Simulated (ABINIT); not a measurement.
# HgSe (F-43m) in ABINIT: further runs

The runs below take HgSe through band structure, with r2SCAN.

Program: ABINIT 10.8.3 (patched build). These are calculated values, not measurements. Logs are shortened: lines on timing, memory, paths and dates and some standing lists are left out, and cuts for length are marked. The log counts tension as positive stress, the text compression.

## 1. The structure

Symmetry: F-43m, No. 216, cubic system. Conventional cell: a = 6.078 Å, b = 6.078 Å, c = 6.078 Å, α = 90.00°, β = 90.00°, γ = 90.00°. Around Hg (site symmetry -43m) lie 4 Se at 2.63 Å. Se (site symmetry -43m) has 4 Hg at 2.63 Å as nearest neighbours.

## 2. Band structure, r2SCAN

File run.abi:

```
# Datasets: ground state, then fixed potential
ndtset 2

# Pseudopotentials
pp_dirpath "./"
pseudos "Hg_ONCV_PBE-1.2.upf, Se_ONCV_PBE-1.2.upf"

# Structure
acell 4.2977950161 4.2977950161 4.2977950161 Angstrom
rprim
     0.0000000000     0.7071067812     0.7071067812
     0.7071067812     0.0000000000     0.7071067812
     0.7071067812     0.7071067812     0.0000000000
ntypat 2
znucl 80 34
natom 2
typat 1 2
xred
     0.0000000000     0.0000000000     0.0000000000
     0.7500000000     0.7500000000     0.7500000000

# Plane-wave basis
ecut 31.0

# Exchange and correlation
ixc -497498
usekden 1

# Bands and occupations
occopt 3
tsmear 0.05 eV

# SCF cycle
nstep 100

# Output
iomode 3
prtwf 0
prteig 0
prtebands 0
enunit 1
prtden1 1
prtkden1 1

# Dataset 1
kptopt1 1
ngkpt1 6 6 6
nshiftk1 1
shiftk1 0.0 0.0 0.0
nband1 17
tolvrs1 1.0e-9

# Dataset 2: bands along G-X-W-K-G-L-U-W-L-K
iscf2 -2
getden2 1
getkden2 1
nband2 23
nbdbuf2 4
tolwfr2 1.0e-11
kptopt2 -9
ndivsm2 6
prteig2 1
prtvol2 -3
kptbounds2
     0.0000000000     0.0000000000     0.0000000000
     0.5000000000     0.0000000000     0.5000000000
     0.5000000000     0.2500000000     0.7500000000
     0.3750000000     0.3750000000     0.7500000000
     0.0000000000     0.0000000000     0.0000000000
     0.5000000000     0.5000000000     0.5000000000
     0.6250000000     0.2500000000     0.6250000000
     0.5000000000     0.2500000000     0.7500000000
     0.5000000000     0.5000000000     0.5000000000
     0.3750000000     0.3750000000     0.7500000000
```

Potentials or basis: SG15 NC PBE v1.2.

On the command line:

```sh
$ mpirun --bind-to none -np 4 abinit run.abi > log 2>&1
```

run.abo:

```text
.Version 10.8.3 of ABINIT
 DATASET    1 : space group F-4 3 m (#216); Bravais cF (face-center cubic)
================================================================================
 Values of the parameters that define the memory need for DATASET  1.
     intxc =       0    ionmov =       0      iscf =       7    lmnmax =       8
     lnmax =       8     mgfft =      45  mpssoang =       4    mqgrid =    3001
     natom =       2  nloc_mem =       1    nspden =       1   nspinor =       1
    nsppol =       1      nsym =      24    n1xccc =       0    ntypat =       2
    occopt =       3   xclevel =       2
       mpw =        3143          nfft =       91125          nkpt =          16
================================================================================
================================================================================

 DATASET    2 : space group F-4 3 m (#216); Bravais cF (face-center cubic)
================================================================================
 Values of the parameters that define the memory need for DATASET  2.
     intxc =       0    ionmov =       0      iscf =      -2    lmnmax =       8
     lnmax =       8     mgfft =      45  mpssoang =       4    mqgrid =    3001
     natom =       2  nloc_mem =       1    nspden =       1   nspinor =       1
    nsppol =       1      nsym =      24    n1xccc =       0    ntypat =       2
    occopt =       3   xclevel =       2
       mpw =        3150          nfft =       91125          nkpt =         103
================================================================================
================================================================================

--------------------------------------------------------------------------------
------------- Echo of variables that govern the present computation ------------
--------------------------------------------------------------------------------
 -outvars: echo values of preprocessed input variables --------
            acell      8.1216555257E+00  8.1216555257E+00  8.1216555257E+00 Bohr
              amu      2.00590000E+02  7.89600000E+01
             ecut      3.10000000E+01 Hartree
           enunit           1
           getden1          0
           getden2          1
          getkden1          0
          getkden2          1
             iscf1          7
             iscf2         -2
              ixc     -497498
           jdtset        1    2
           kptopt1          1
           kptopt2         -9
         kptrlatt        6    0    0      0    6    0      0    0    6
          kptrlen1     4.87299332E+01
          kptrlen2     3.00000000E+01
            natom           2
            nband1         17
            nband2         23
           nbdbuf1          0
           nbdbuf2          4
           ndtset           2
           ndivsm1          0
           ndivsm2          6
            ngfft          45      45      45
             nkpt1         16
             nkpt2        103
            nstep         100
             nsym          24
           ntypat           2
           occopt           3
        prtebands           0
           prteig1          0
           prteig2          1
          prtkden           1
           prtvol1          0
           prtvol2         -3
            prtwf           0
            rprim      0.0000000000E+00  7.0710678120E-01  7.0710678120E-01
                       7.0710678120E-01  0.0000000000E+00  7.0710678120E-01
                       7.0710678120E-01  7.0710678120E-01  0.0000000000E+00
           shiftk1     0.00000000E+00  0.00000000E+00  0.00000000E+00
           shiftk2     5.00000000E-01  5.00000000E-01  5.00000000E-01
          spgroup         216
           tolvrs1     1.00000000E-09
           tolvrs2     0.00000000E+00
           tolwfr1     0.00000000E+00
           tolwfr2     1.00000000E-11
[... 217 lines left out ...]
 Non-SCF case, kpt    2 (  0.02941  0.00000  0.02941), residuals and eigenvalues=
  2.95E-12  2.52E-12  3.14E-12  3.92E-12  4.96E-12  5.97E-12  5.63E-12  6.80E-12
  2.30E-12  1.43E-12  1.61E-12  5.34E-13  4.84E-12  3.25E-12  2.32E-12  4.66E-12
  4.13E-12  1.44E-12  7.36E-12  6.16E-10  2.24E-12  4.53E-11  1.46E-08
 -4.1395E+00 -2.2009E+00 -2.2009E+00 -2.2009E+00 -3.3222E-01 -8.7827E-02
 -8.7687E-02 -8.7687E-02 -5.8411E-02 -5.8319E-02  1.5032E-01  1.8434E-01
[... 796 lines left out ...]
  1.01E-12  3.13E-12  8.01E-12  1.73E-12  2.46E-12  1.93E-12  9.76E-12  4.26E-12
  6.20E-12  3.56E-12  3.78E-12  2.38E-09  1.79E-06  1.51E-06  1.52E-05
 -4.1395E+00 -2.2009E+00 -2.2009E+00 -2.2009E+00 -3.0864E-01 -7.8561E-02
 -7.2313E-02 -6.3669E-02 -5.6566E-02 -3.9489E-02 -1.4635E-02  7.5102E-02
  1.1667E-01  2.9976E-01  3.6673E-01  4.8264E-01  4.9742E-01  5.1605E-01
  6.2069E-01  7.0088E-01  7.4588E-01  7.4696E-01  7.7075E-01
 Non-SCF case, kpt  103 (  0.37500  0.37500  0.75000), residuals and eigenvalues=
  2.61E-12  9.10E-12  6.29E-12  2.74E-12  1.97E-12  6.52E-12  5.88E-12  9.90E-12
  9.60E-12  2.73E-12  2.69E-12  2.99E-12  4.34E-12  1.11E-12  3.51E-12  1.30E-12
  1.06E-12  7.97E-12  5.76E-12  1.37E-09  8.73E-09  3.00E-07  6.26E-06
 -4.1395E+00 -2.2009E+00 -2.2009E+00 -2.2009E+00 -3.0830E-01 -7.8582E-02
 -7.1502E-02 -6.4590E-02 -5.6258E-02 -3.8428E-02 -1.5246E-02  7.5230E-02
  1.1332E-01  2.9998E-01  3.5994E-01  4.9047E-01  5.0546E-01  5.1332E-01
  6.2611E-01  7.0327E-01  7.3687E-01  7.5837E-01  7.6428E-01

Result for kinetic energy density :

--------------------------------------------------------------------------------
 Total kinetic energy density [Ha/Bohr^3]
)     Maximum=    8.5082E+00  at reduced coord.    0.0000    0.0000    0.0000
)     Minimum=    6.9083E-04  at reduced coord.    0.2444    0.2444    0.2444
   Integrated=    5.0572E+01
--------------------------------------------------------------------------------

--- !ResultsGS
iteration_state: {dtset: 2, }
comment   : Summary of ground state results
lattice_vectors:
- [  0.0000000,   5.7428777,   5.7428777, ]
- [  5.7428777,   0.0000000,   5.7428777, ]
- [  5.7428777,   5.7428777,   0.0000000, ]
lattice_lengths: [   8.12166,    8.12166,    8.12166, ]
lattice_angles: [ 60.000,  60.000,  60.000, ] # degrees, (23, 13, 12)
lattice_volume:   3.7880761E+02
convergence: {deltae:  0.000E+00, res2:  0.000E+00, residm:  9.989E-12, diffor:  0.000E+00, }
etotal    :  -1.64621102E+02
entropy   :   0.00000000E+00
fermie    :   1.86666226E-01
cartesian_stress_tensor: null
pressure_GPa: null
xred      :
- [  0.0000E+00,   0.0000E+00,   0.0000E+00, Hg]
- [  7.5000E-01,   7.5000E-01,   7.5000E-01, Se]
cartesian_forces: null
force_length_stats: {min: null, max: null, mean: null, }
...

 Integrated electronic density in atomic spheres:
 ------------------------------------------------
 Atom  Sphere_radius  Integrated_density
    1        2.00000         16.51648621
    2        2.00000          3.25066134
================================================================================

 ----iterations are completed or convergence reached----

 Mean square residual over all n,k,spin=   42.974E-13; max=  99.893E-13
 reduced coordinates (array xred) for    2 atoms
       0.000000000000      0.000000000000      0.000000000000
       0.750000000000      0.750000000000      0.750000000000

 cartesian coordinates (angstrom) at end:
    1      0.00000000000000     0.00000000000000     0.00000000000000
    2      4.55850000013781     4.55850000013781     4.55850000013781
 length scales=  8.121655525720  8.121655525720  8.121655525720 bohr
              =  4.297795016100  4.297795016100  4.297795016100 angstroms
 Eigenvalues (   eV  ) for nkpt= 103  k points:
 kpt#   1, nband= 23, wtk=  1.00000, kpt=  0.0000  0.0000  0.0000 (reduced coord)
-112.64178  -59.88908  -59.88908  -59.88908   -9.04565   -2.38968   -2.38968   -2.38968
  -1.58794   -1.58794    4.21847    5.04246    5.04246    5.04246   10.91383   10.91383
  10.91383   13.78654   16.98636   16.98636   17.43192   17.43192   17.43192
 kpt#   2, nband= 23, wtk=  1.00000, kpt=  0.0294  0.0000  0.0294 (reduced coord)
-112.64178  -59.88908  -59.88908  -59.88908   -9.04030   -2.38989   -2.38609   -2.38609
  -1.58945   -1.58694    4.09053    5.01617    5.01617    5.17525   10.83376   10.94579
  10.94579   13.89917   16.59127   16.98782   17.46332   17.46332   17.70812
 kpt#   3, nband= 23, wtk=  1.00000, kpt=  0.0588  0.0000  0.0588 (reduced coord)
-112.64178  -59.88910  -59.88908  -59.88908   -9.02438   -2.39033   -2.37535   -2.37535
  -1.59387   -1.58398    3.82362    4.93941    4.93941    5.45591   10.62546   11.03980
  11.03980   14.20353   16.01555   16.99221   17.55720   17.55720   17.96970
 kpt#   4, nband= 23, wtk=  1.00000, kpt=  0.0882  0.0000  0.0882 (reduced coord)
-112.64178  -59.88912  -59.88909  -59.88909   -8.99834   -2.39047   -2.35761   -2.35761
  -1.60090   -1.57916    3.51793    4.81801    4.81801    5.78173   10.34837   11.19087
  11.19087   14.62807   15.46142   16.99949   17.71264   17.71264   18.15232
 kpt#   5, nband= 23, wtk=  1.00000, kpt=  0.1176  0.0000  0.1176 (reduced coord)
[... 381 lines left out ...]
  -1.54746   -1.15978   -0.38216    2.27379    3.40717    8.01209   10.30391   12.61069
  12.98875   14.64043   16.80619   18.17433   19.51048   20.55395   21.39239
 kpt# 101, nband= 23, wtk=  1.00000, kpt=  0.4000  0.4000  0.7000 (reduced coord)
-112.64177  -59.88959  -59.88941  -59.88926   -8.41396   -2.14165   -1.99738   -1.70998
  -1.54479   -1.11920   -0.37820    2.11858    3.28477    8.11377   10.14770   12.83650
  13.27390   14.31158   16.81499   18.71959   19.88474   20.50278   21.19474
 kpt# 102, nband= 23, wtk=  1.00000, kpt=  0.3875  0.3875  0.7250 (reduced coord)
-112.64177  -59.88959  -59.88942  -59.88927   -8.39863   -2.13774   -1.96773   -1.73252
  -1.53923   -1.07454   -0.39824    2.04363    3.17485    8.15695    9.97932   13.13327
  13.53549   14.04235   16.88972   19.07205   20.29649   20.32576   20.97321
 kpt# 103, nband= 23, wtk=  1.00000, kpt=  0.3750  0.3750  0.7500 (reduced coord)
-112.64177  -59.88960  -59.88941  -59.88928   -8.38937   -2.13833   -1.94566   -1.75757
  -1.53087   -1.04567   -0.41486    2.04712    3.08347    8.16280    9.79452   13.34643
  13.75435   13.96802   17.03738   19.13708   20.05126   20.63641   20.79711

== END DATASET(S) ==============================================================
================================================================================

 -outvars: echo values of variables after computation  --------
            acell      8.1216555257E+00  8.1216555257E+00  8.1216555257E+00 Bohr
           etotal1    -1.6462110238E+02
            fcart1    -9.1575565059E-31 -5.4945339035E-31  2.3809646915E-30
                       9.1575565059E-31  5.4945339035E-31 -2.3809646915E-30
            rprim      0.0000000000E+00  7.0710678120E-01  7.0710678120E-01
                       7.0710678120E-01  0.0000000000E+00  7.0710678120E-01
                       7.0710678120E-01  7.0710678120E-01  0.0000000000E+00
           strten1    -1.0137422665E-04 -1.0137422665E-04 -1.0137422665E-04
                       0.0000000000E+00  0.0000000000E+00  0.0000000000E+00
           xangst      0.0000000000E+00  0.0000000000E+00  0.0000000000E+00
                       4.5585000001E+00  4.5585000001E+00  4.5585000001E+00
             xred      0.0000000000E+00  0.0000000000E+00  0.0000000000E+00
                       7.5000000000E-01  7.5000000000E-01  7.5000000000E-01
 Calculation completed.
```

Wall time 3.7 min (4 MPI ranks of Arm Neoverse N1, shared host); peak memory 0.44 GiB.

Results:

- Free energy: -4479.5684 eV
- Pressure: 3.0 GPa
- Band gap on the k mesh: none (metal or under the smearing width)
- Valence electrons inside the program's atomic spheres: Hg 16.52; Se 3.25

Levels at the corners of the path, in eV from the Fermi level:
| point | band 10 | band 11 | band 12 | band 13 | band 14 | band 15 | band 16 | band 17 |
| --- | --- | --- | --- | --- | --- | --- | --- | --- |
| Γ | -6.67 | -0.86 | -0.04 | -0.04 | -0.04 | 5.83 | 5.83 | 5.83 |
| X | -6.29 | -5.32 | -2.43 | -2.43 | 2.89 | 3.21 | 8.81 | 10.42 |
| W | -6.03 | -5.54 | -2.88 | -2.55 | 3.78 | 5.37 | 6.50 | 7.74 |
| K | -6.13 | -5.49 | -3.03 | -2.00 | 3.08 | 4.72 | 8.27 | 8.67 |
| Γ | -6.67 | -0.86 | -0.04 | -0.04 | -0.04 | 5.83 | 5.83 | 5.83 |
| L | -6.34 | -5.76 | -1.05 | -1.05 | 1.23 | 6.61 | 6.61 | 7.30 |
| U | -6.13 | -5.49 | -3.03 | -2.00 | 3.08 | 4.72 | 8.27 | 8.67 |
| W | -6.03 | -5.54 | -2.88 | -2.55 | 3.78 | 5.37 | 6.50 | 7.74 |
| L | -6.34 | -5.76 | -1.05 | -1.05 | 1.23 | 6.61 | 6.61 | 7.30 |
| K | -6.13 | -5.49 | -3.03 | -2.00 | 3.08 | 4.72 | 8.27 | 8.67 |

Caveat: the potentials were made for another functional, which shifts forces and pressure; spin-orbit coupling is left out, which moves the levels of the heavy elements.

## 3. Band structure, r2SCAN

run.abi: that of step 2 with these lines changed.

```diff
@@ -5,3 +5,3 @@
 pp_dirpath "./"
-pseudos "Hg_ONCV_PBE-1.2.upf, Se_ONCV_PBE-1.2.upf"
+pseudos "Hg.upf, Se.upf"
 
@@ -22,3 +22,3 @@
 # Plane-wave basis
-ecut 31.0
+ecut 52.0
 
@@ -27,2 +27,4 @@
 usekden 1
+nc_xccc_gspace 1
+boxcutmin 3.0
 
@@ -49,3 +51,3 @@
 shiftk1 0.0 0.0 0.0
-nband1 17
+nband1 22
 tolvrs1 1.0e-9
@@ -56,3 +58,3 @@
 getkden2 1
-nband2 23
+nband2 28
 nbdbuf2 4
```

Potentials or basis: PseudoDojo NC SR PBE v0.4.1 standard.

On the command line:

```sh
$ mpirun --bind-to none -np 4 abinit run.abi > log 2>&1
```

It took 24 min on 4 MPI ranks of Arm Neoverse N1, shared host; peak memory 1.2 GiB.

The run converged. Its results:

```yaml
Free_energy: -7922.4259 eV
Pressure: 2.3 GPa
Band_gap_on_the_k_mesh: none (metal or under the smearing width)
Valence_electrons_inside_the_program's_atomic_spheres: Hg 16.57; Se 13.27
```

Levels at the corners of the path, in eV from the Fermi level:
```tsv
point	band 15	band 16	band 17	band 18	band 19	band 20	band 21	band 22
Γ	-6.57	-0.83	-0.04	-0.04	-0.04	6.02	6.02	6.02
X	-6.20	-5.22	-2.38	-2.38	2.97	3.32	8.84	10.47
W	-5.96	-5.44	-2.81	-2.49	3.80	5.45	6.60	7.89
K	-6.05	-5.40	-2.96	-1.95	3.15	4.79	8.35	8.80
Γ	-6.57	-0.83	-0.04	-0.04	-0.04	6.02	6.02	6.02
L	-6.25	-5.67	-1.02	-1.02	1.30	6.77	6.77	7.31
U	-6.05	-5.40	-2.96	-1.95	3.15	4.79	8.35	8.80
W	-5.96	-5.44	-2.81	-2.49	3.80	5.45	6.60	7.89
L	-6.25	-5.67	-1.02	-1.02	1.30	6.77	6.77	7.31
K	-6.05	-5.40	-2.96	-1.95	3.15	4.79	8.35	8.80
```

Caveat: a meta-GGA on potentials with a model core is unreliable; the potentials were made for another functional, which shifts forces and pressure; spin-orbit coupling is left out, which moves the levels of the heavy elements.
